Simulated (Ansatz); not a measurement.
BN:

```
CELL_PARAMETERS angstrom
1.25112 0.72234 3.37293
-1.25112 0.72234 3.37293
0.00000 -1.44467 3.37293
ATOMIC_POSITIONS crystal
N 0.66724 0.66724 0.66724
B 0.00033 0.00033 0.00033
```

The cell is a database's computed one.

* Program: Ansatz 0.2.0
* Task: relaxation of cell and atoms
* Functional: HSE06
* Potentials or basis: Ansatz PAW
* Cutoff: 420 eV (not typed: the program's choice for these potentials)
* k mesh: 6 × 6 × 6
* Occupations: fermi-dirac, width 0.05 eV
* Spin: no spin polarisation

At the start: volume 9.14 Å³/atom.

Q: How do energy, volume and symmetry change on relaxing?

A: It ends after 20 steps and the volume is 10.75 Å³/atom (+17.6 %); space group R3m (No. 160, to 0.05 Å).

Step by step:
| step | energy change (eV) | largest force (eV/Å) | volume (Å³) |
| --- | --- | --- | --- |
| 1 | 0.0000 | 0.0062 | 18.29 |
| 2 | -0.0042 | 0.0074 | 18.81 |
| 3 | -0.0043 | 0.0055 | 19.20 |
| 4 | -0.0096 | 0.0054 | 19.20 |
| 5 | -0.0098 | 0.0039 | 19.66 |
| 6 | -0.0087 | 0.0043 | 20.06 |
| 7 | -0.0129 | 0.0041 | 20.06 |
| 8 | -0.0123 | 0.0002 | 20.42 |
| 9 | -0.0117 | 0.0009 | 20.61 |
| 10 | -0.0138 | 0.0009 | 20.61 |
| 11 | -0.0132 | 0.0007 | 20.89 |
| 12 | -0.0129 | 0.0004 | 20.98 |
| 13 | -0.0143 | 0.0007 | 20.98 |
| 14 | -0.0139 | 0.0001 | 21.16 |
| 15 | -0.0137 | 0.0001 | 21.23 |
| 16 | -0.0144 | 0.0001 | 21.23 |
| 17 | -0.0139 | 0.0001 | 21.38 |
| 18 | -0.0145 | 0.0002 | 21.38 |
| 19 | -0.0142 | 0.0001 | 21.51 |
| 20 | -0.0146 | 0.0000 | 21.51 |

Final structure:
```
N B
1.0
     1.24767    0.72034    3.98799
    -1.24767    0.72034    3.98799
     0.00000   -1.44069    3.98799
N B
1 1
Cartesian
  0.0000 0.0000 7.9815
  0.0000 0.0000 0.0053
```

Caveat: the k mesh is coarse (spacing up to 0.49 Å⁻¹), so the values aren't converged, least of all with exact exchange; the volume moved by over 15 % at a fixed basis, so the end points are rough; the plane-wave basis is chosen anew once the cell has moved, so the energies of steps on either side of that aren't comparable; the pressure holds a Pulay correction of +0.4 GPa for the finite cutoff; the PAW data sets come from PBE, with cores solved anew for the run's functional, which leaves a small shift of forces and pressure.
